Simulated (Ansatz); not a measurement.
**ZrC: one crystal by all-electron and frozen-core methods**

The same cell of ZrC is computed with full-potential LAPW, PAW on the default files and datasets made for this crystal, to set the results side by side.

Method: DFT PBE, scalar-relativistic, in Ansatz 0.2.0.

1 further run of the same task is left out (set aside as unsound or not needed).

## 1. Starting point

Symmetry: Fm-3m, No. 225, cubic system. The conventional cell has a = 4.709 Å, b = 4.709 Å, c = 4.709 Å, α = 90.00°, β = 90.00°, γ = 90.00°. Around Zr (site symmetry m-3m) lie 6 C at 2.35 Å. Around C (site symmetry m-3m) lie 6 Zr at 2.35 Å.

Coordinates:

```xyz
2
Lattice="0.0000 2.3543 2.3543 2.3543 0.0000 2.3543 2.3543 2.3543 0.0000" Properties=species:S:1:pos:R:3 pbc="T T T"
Zr    0.0000    0.0000    0.0000
C     2.3543    2.3543    2.3543
```

The cell was relaxed by PAW from a hypothetical start (rocksalt type); it needn't be the stable phase of this composition.

Atoms are numbered in the order of the input: Zr1, C2.

## 2. Full-potential LAPW

The input, input.yaml:

```yaml
crystal:
  lattice:
    - [0.0, 2.3543090124, 2.3543090124]
    - [2.3543090124, 0.0, 2.3543090124]
    - [2.3543090124, 2.3543090124, 0.0]
  atoms:
    - { symbol: Zr, position: [0.0, 0.0, 0.0] }
    - { symbol: C, position: [0.5, 0.5, 0.5] }
kpoints:
  mp_grid: { grid: [14, 14, 14] }
  band_path:
    path:
      - [0.0, 0.0, 0.0]
      - [0.5, 0.0, 0.5]
      - [0.625, 0.25, 0.625]
      - [0.375, 0.375, 0.75]
      - [0.0, 0.0, 0.0]
      - [0.5, 0.5, 0.5]
      - [0.5, 0.25, 0.75]
      - [0.5, 0.0, 0.5]
    npoints: 8
scf:
  occupations: { method: fermi_dirac, width: 0.05 }
hamiltonian:
  xc: pbe
  pseudopotentials: { kind: all_electron, lapw: { basis_error: 0.0005 } }
output:
  forces: true
  stress: true
  eigenvalues: true
  populations: true
  dos: { projected: true, de: 0.2, e_range: [-14, 8] }
```

## 3. PAW on the default files

input.yaml: that of step 2 with these lines changed.

```diff
@@ -25,3 +25,3 @@
   xc: pbe
-  pseudopotentials: { kind: all_electron, lapw: { basis_error: 0.0005 } }
+  pseudopotentials: { kind: paw }
 output:
@@ -30,3 +30,5 @@
   eigenvalues: true
+  efg: { contact_densities: true }
   populations: true
+  bader: true
   dos: { projected: true, de: 0.2, e_range: [-14, 8] }
```

## 4. Datasets made for this crystal

input.yaml: that of step 3 with these lines changed.

```diff
@@ -25,3 +25,3 @@
   xc: pbe
-  pseudopotentials: { kind: paw }
+  pseudopotentials: { kind: all_electron, datasets: crystal }
 output:
@@ -31,4 +31 @@
   efg: { contact_densities: true }
-  populations: true
-  bader: true
-  dos: { projected: true, de: 0.2, e_range: [-14, 8] }
```

(Steps that only read results are left out.)

Q: Predict the outcome of this session. Wanted: pressure; gap; Bader charges.

**Answer**, as computed:

```
           quantity                                           value
           pressure  LAPW 0.07, PAW 0.01, crystal datasets 0.07 GPa
         gap (LAPW)                                            none
Bader charges (PAW)                           Zr1 +1.89, C2 -1.89 e
```

In words: The pressure is within half a GPa of zero, so the volume is close to equilibrium at this level. Bands cross the Fermi level: the crystal is a metal at this level. C 2p carries the largest share, 65 %, of the projected states within 0.3 eV of the Fermi level. The projection holds only the free atom's occupied shells (Zr 5s, Zr 4p, Zr 4d, C 2s, C 2p in this range). PAW lies -0.06 GPa from LAPW in pressure. LAPW took about 2 times as long as PAW (22 s against 11 s, on a shared host and with the outputs that each input asks for).
